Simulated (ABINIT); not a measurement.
# SnTe (Fm-3m) in ABINIT: notebook

The runs below take SnTe through single point, with PBE.

Everything below comes from runs of ABINIT 10.8.3 (patched build). Logs are shortened: lines on timing, memory, paths and dates and some standing lists are left out, and cuts for length are marked. The log counts tension as positive stress, the text compression.

## (1) The structure

It takes space group Fm-3m (No. 225, cubic). The conventional cell has a = 6.302 Å, b = 6.302 Å, c = 6.302 Å, α = 90.00°, β = 90.00°, γ = 90.00°. Te (site symmetry m-3m) is surrounded by 6 Sn at 3.15 Å. Sn (site symmetry m-3m) has 6 Te at 3.15 Å as nearest neighbours.

## (2) Single point, PBE

run.abi

```
# Pseudopotentials
pp_dirpath "./"
pseudos "Te_ONCV_PBE-1.2.upf, Sn_ONCV_PBE-1.2.upf"

# Structure
acell 4.455974803 4.455974803 4.455974803 Angstrom
rprim
     0.0000000000     0.7071067812     0.7071067812
     0.7071067812     0.0000000000     0.7071067812
     0.7071067812     0.7071067812     0.0000000000
ntypat 2
znucl 52 50
natom 2
typat 1 2
xred
     0.5000000000     0.5000000000     0.5000000000
     0.0000000000     0.0000000000     0.0000000000

# Plane-wave basis
ecut 26.0

# k points
kptopt 1
ngkpt 5 5 5
nshiftk 1
shiftk 0.0 0.0 0.0

# Exchange and correlation
ixc 11

# Bands and occupations
nband 19
occopt 3
tsmear 0.00183747

# SCF cycle
nstep 100
tolvrs 1.0e-10

# Output
iomode 3
prtwf 0
prtden 0
prteig 0
prtebands 0
enunit 1
```

Potentials or basis: SG15 NC PBE v1.2.

Launch:

```bash
$ mpirun --bind-to none -np 4 abinit run.abi > log 2>&1
```

run.abo:

```text
.Version 10.8.3 of ABINIT
 Symmetries : space group Fm -3 m (#225); Bravais cF (face-center cubic)
================================================================================
 Values of the parameters that define the memory need of the present run
     intxc =       0    ionmov =       0      iscf =       7    lmnmax =       6
     lnmax =       6     mgfft =      40  mpssoang =       3    mqgrid =    3001
     natom =       2  nloc_mem =       1    nspden =       1   nspinor =       1
    nsppol =       1      nsym =      48    n1xccc =       0    ntypat =       2
    occopt =       3   xclevel =       2
       mpw =        2694          nfft =       64000          nkpt =          10
================================================================================
================================================================================

--------------------------------------------------------------------------------
------------- Echo of variables that govern the present computation ------------
--------------------------------------------------------------------------------
 -outvars: echo values of preprocessed input variables --------
            acell      8.4205720016E+00  8.4205720016E+00  8.4205720016E+00 Bohr
              amu      1.27600000E+02  1.18710000E+02
             ecut      2.60000000E+01 Hartree
           enunit           1
              ixc          11
         kptrlatt        5    0    0      0    5    0      0    0    5
          kptrlen      4.21028600E+01
            natom           2
            nband          19
            ngfft          40      40      40
             nkpt          10
            nstep         100
             nsym          48
           ntypat           2
           occopt           3
           prtden           0
        prtebands           0
           prteig           0
            prtwf           0
            rprim      0.0000000000E+00  7.0710678120E-01  7.0710678120E-01
                       7.0710678120E-01  0.0000000000E+00  7.0710678120E-01
                       7.0710678120E-01  7.0710678120E-01  0.0000000000E+00
          spgroup         225
           tolvrs      1.00000000E-10
           tsmear      1.83747000E-03 Hartree
            typat      1  2
           xangst      3.1508500001E+00  3.1508500001E+00  3.1508500001E+00
                       0.0000000000E+00  0.0000000000E+00  0.0000000000E+00
            xcart      5.9542435639E+00  5.9542435639E+00  5.9542435639E+00
                       0.0000000000E+00  0.0000000000E+00  0.0000000000E+00
             xred      5.0000000000E-01  5.0000000000E-01  5.0000000000E-01
                       0.0000000000E+00  0.0000000000E+00  0.0000000000E+00
            znucl       52.00000   50.00000

================================================================================

 chkinp: Checking input parameters for consistency.

================================================================================
== DATASET  1 ==================================================================

--- !DatasetInfo
iteration_state: {dtset: 1, }
dimensions: {natom: 2, nkpt: 10, mband: 19, nsppol: 1, nspinor: 1, nspden: 1, mpw: 2694, }
cutoff_energies: {ecut:  26.0, pawecutdg:  -1.0, }
electrons: {nelect:   3.00000000E+01, charge:   0.00000000E+00, occopt:   3.00000000E+00, tsmear:   1.83747000E-03, }
meta: {optdriver: 0, ionmov: 0, optcell: 0, iscf: 7, paral_kgb: 0, }
...

 Exchange-correlation functional for the present dataset will be:
  GGA: Perdew-Burke-Ernzerhof functional - ixc=11
  J.P.Perdew, K.Burke, M.Ernzerhof, PRL 77, 3865 (1996)

 Real(R)+Recip(G) space primitive vectors, cartesian coordinates (Bohr,Bohr^-1):
 R(1)=  0.0000000  5.9542436  5.9542436  G(1)= -0.0839737  0.0839737  0.0839737
 R(2)=  5.9542436  0.0000000  5.9542436  G(2)=  0.0839737 -0.0839737  0.0839737
 R(3)=  5.9542436  5.9542436  0.0000000  G(3)=  0.0839737  0.0839737 -0.0839737
 Unit cell volume ucvol=  4.2219179E+02 bohr^3
 Angles (23,13,12)=  6.00000000E+01  6.00000000E+01  6.00000000E+01 degrees

 getcut: wavevector=  0.0000  0.0000  0.0000  ngfft=  40  40  40
         ecut(hartree)=     26.000   => boxcut(ratio)=   2.06951

--- Pseudopotential description ------------------------------------------------
- pspini: atom type   1  psp file is ./Te_ONCV_PBE-1.2.upf
12 -101130 2 -1 602                           pspcod,pspxc,lmax,lloc,mmax
     nproj     2     2     2

- pspini: atom type   2  psp file is ./Sn_ONCV_PBE-1.2.upf
12 -101130 2 -1 602                           pspcod,pspxc,lmax,lloc,mmax
     nproj     2     2     2

   2.58836715E+03                                ecore*ucvol(ha*bohr**3)
--------------------------------------------------------------------------------

================================================================================

--- !BeginCycle
iteration_state: {dtset: 1, }
solver: {iscf: 7, nstep: 100, nline: 4, wfoptalg: 0, }
tolerances: {tolvrs: 1.00E-10, }
...

     iter   Etot(hartree)      deltaE(h)  residm     vres2
 ETOT  1  -147.68913406842    -1.477E+02 4.083E-02 2.334E+01
 ETOT  2  -147.73463156311    -4.550E-02 6.584E-04 2.384E+00
 ETOT  3  -147.73499187538    -3.603E-04 2.489E-04 3.124E-02
 ETOT  4  -147.73499377491    -1.900E-06 9.543E-05 2.872E-03
 ETOT  5  -147.73499397556    -2.007E-07 3.462E-05 5.099E-05
 ETOT  6  -147.73499398031    -4.742E-09 1.421E-05 7.424E-07
 ETOT  7  -147.73499398044    -1.306E-10 4.966E-06 4.684E-09
 ETOT  8  -147.73499398043     1.080E-12 2.155E-06 4.342E-11

 At SCF step    8       vres2   =  4.34E-11 < tolvrs=  1.00E-10 =>converged.

 Cartesian components of stress tensor (hartree/bohr^3)
  sigma(1 1)= -7.51851283E-05  sigma(3 2)=  0.00000000E+00
  sigma(2 2)= -7.51851283E-05  sigma(3 1)=  0.00000000E+00
  sigma(3 3)= -7.51851283E-05  sigma(2 1)=  0.00000000E+00

--- !ResultsGS
iteration_state: {dtset: 1, }
comment   : Summary of ground state results
lattice_vectors:
- [  0.0000000,   5.9542436,   5.9542436, ]
- [  5.9542436,   0.0000000,   5.9542436, ]
- [  5.9542436,   5.9542436,   0.0000000, ]
lattice_lengths: [   8.42057,    8.42057,    8.42057, ]
lattice_angles: [ 60.000,  60.000,  60.000, ] # degrees, (23, 13, 12)
lattice_volume:   4.2219179E+02
convergence: {deltae:  1.080E-12, res2:  4.342E-11, residm:  2.155E-06, diffor: null, }
etotal    :  -1.47734994E+02
entropy   :   0.00000000E+00
fermie    :   2.06012757E-01
cartesian_stress_tensor: # hartree/bohr^3
- [ -7.51851283E-05,   0.00000000E+00,   0.00000000E+00, ]
- [  0.00000000E+00,  -7.51851283E-05,   0.00000000E+00, ]
- [  0.00000000E+00,   0.00000000E+00,  -7.51851283E-05, ]
pressure_GPa:   2.2120E+00
xred      :
- [  5.0000E-01,   5.0000E-01,   5.0000E-01, Te]
- [  0.0000E+00,   0.0000E+00,   0.0000E+00, Sn]
cartesian_forces: # hartree/bohr
- [ -0.00000000E+00,  -0.00000000E+00,  -0.00000000E+00, ]
- [ -0.00000000E+00,  -0.00000000E+00,  -0.00000000E+00, ]
force_length_stats: {min:   0.00000000E+00, max:   0.00000000E+00, mean:   0.00000000E+00, }
...

 Integrated electronic density in atomic spheres:
 ------------------------------------------------
 Atom  Sphere_radius  Integrated_density
    1        2.00000         11.93935610
    2        2.00000         10.34368435
================================================================================

 ----iterations are completed or convergence reached----

 Mean square residual over all n,k,spin=   11.487E-09; max=  21.550E-07
 reduced coordinates (array xred) for    2 atoms
       0.500000000000      0.500000000000      0.500000000000
       0.000000000000      0.000000000000      0.000000000000
 rms dE/dt=  0.0000E+00; max dE/dt=  0.0000E+00; dE/dt below (all hartree)
    1       0.000000000000      0.000000000000      0.000000000000
    2       0.000000000000      0.000000000000      0.000000000000

 cartesian coordinates (angstrom) at end:
    1      3.15085000005763     3.15085000005763     3.15085000005763
    2      0.00000000000000     0.00000000000000     0.00000000000000

 cartesian forces (hartree/bohr) at end:
    1     -0.00000000000000    -0.00000000000000    -0.00000000000000
    2     -0.00000000000000    -0.00000000000000    -0.00000000000000
 frms,max,avg= 0.0000000E+00 0.0000000E+00   0.000E+00  0.000E+00  0.000E+00 h/b

 cartesian forces (eV/Angstrom) at end:
    1     -0.00000000000000    -0.00000000000000    -0.00000000000000
    2     -0.00000000000000    -0.00000000000000    -0.00000000000000
 frms,max,avg= 0.0000000E+00 0.0000000E+00   0.000E+00  0.000E+00  0.000E+00 e/A
 length scales=  8.420572001616  8.420572001616  8.420572001616 bohr
              =  4.455974803000  4.455974803000  4.455974803000 angstroms
 Fermi (or HOMO) energy (eV) =   5.60589   Average Vxc (eV)=  -9.77029
 Eigenvalues (   eV  ) for nkpt=  10  k points:
 kpt#   1, nband= 19, wtk=  0.00800, kpt=  0.0000  0.0000  0.0000 (reduced coord)
 -31.61734  -31.61734  -31.61284  -31.61284  -31.61284  -16.43517  -16.43517  -16.43030
 -16.43030  -16.43030   -7.31190    0.81121    3.35798    3.35798    3.35798    8.87842
   8.87842    8.87842   10.27365
 prteigrs : prtvol=0 or 1, do not print more k-points.

--- !EnergyTerms
iteration_state     : {dtset: 1, }
comment             : Components of total free energy in Hartree
kinetic             :  7.57058286346948E+01
hartree             :  3.37056323171431E+01
xc                  : -1.66149391792251E+01
Ewald energy        : -1.07509793747125E+02
psp_core            :  6.13078513394520E+00
local_psp           : -1.02380885546297E+02
non_local_psp       : -3.67716200831878E+01
internal            : -1.47734992470052E+02
'-kT*entropy'       : -1.51038268522702E-06
total_energy        : -1.47734993980435E+02
total_energy_eV     : -4.02007398324929E+03
band_energy         : -1.76351767623915E+01
...

 Cartesian components of stress tensor (hartree/bohr^3)
  sigma(1 1)= -7.51851283E-05  sigma(3 2)=  0.00000000E+00
  sigma(2 2)= -7.51851283E-05  sigma(3 1)=  0.00000000E+00
  sigma(3 3)= -7.51851283E-05  sigma(2 1)=  0.00000000E+00

-Cartesian components of stress tensor (GPa)         [Pressure=  2.2120E+00 GPa]
- sigma(1 1)= -2.21202285E+00  sigma(3 2)=  0.00000000E+00
- sigma(2 2)= -2.21202285E+00  sigma(3 1)=  0.00000000E+00
- sigma(3 3)= -2.21202285E+00  sigma(2 1)=  0.00000000E+00

== END DATASET(S) ==============================================================
================================================================================

 -outvars: echo values of variables after computation  --------
            acell      8.4205720016E+00  8.4205720016E+00  8.4205720016E+00 Bohr
           etotal     -1.4773499398E+02
            fcart     -0.0000000000E+00 -0.0000000000E+00 -0.0000000000E+00
                      -0.0000000000E+00 -0.0000000000E+00 -0.0000000000E+00
            rprim      0.0000000000E+00  7.0710678120E-01  7.0710678120E-01
                       7.0710678120E-01  0.0000000000E+00  7.0710678120E-01
                       7.0710678120E-01  7.0710678120E-01  0.0000000000E+00
           strten     -7.5185128326E-05 -7.5185128326E-05 -7.5185128326E-05
                       0.0000000000E+00  0.0000000000E+00  0.0000000000E+00
           xangst      3.1508500001E+00  3.1508500001E+00  3.1508500001E+00
                       0.0000000000E+00  0.0000000000E+00  0.0000000000E+00
             xred      5.0000000000E-01  5.0000000000E-01  5.0000000000E-01
                       0.0000000000E+00  0.0000000000E+00  0.0000000000E+00
 Calculation completed.
```

Wall time 3.8 s (4 MPI ranks of Intel Xeon 6975P-C (Granite Rapids), shared host); peak memory 0.28 GiB.

What came out:

```yaml
Free_energy: -4020.0740 eV
Pressure: 2.2 GPa
Valence_electrons_inside_the_program's_atomic_spheres: Te 11.94; Sn 10.34
```

Caveat: this odd mesh misses L, where the gap lies, so gap, dielectric constants and Born charges aren't listed. Spin-orbit coupling is left out, which matters for the levels of Te.

[end of part 1 of 2]
